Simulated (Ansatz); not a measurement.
## One slab under several functionals: diamond Si (110), 3 layers

All-electron LAPW in Ansatz 0.2.0, scalar-relativistic, no spin–orbit coupling; no spin polarisation. Each functional has its own bulk lattice constant and relaxed 1×1 slab, with 16 to 20 Å of vacuum and a dipole correction.

```
functional  area (Å²)  γ (J/m²)  Φ (eV)  Δd12 (%)
       LDA      20.63      1.75       ?      -4.1
    PBEsol      20.88         ?    4.88      -4.1
       PBE      21.16      1.55    4.79      -5.7
```

Q: What belongs in the row "LDA", column "Φ (eV)"?

A: 5.03.

Q: What belongs in the row "PBEsol", column "γ (J/m²)"?

A: 1.68.
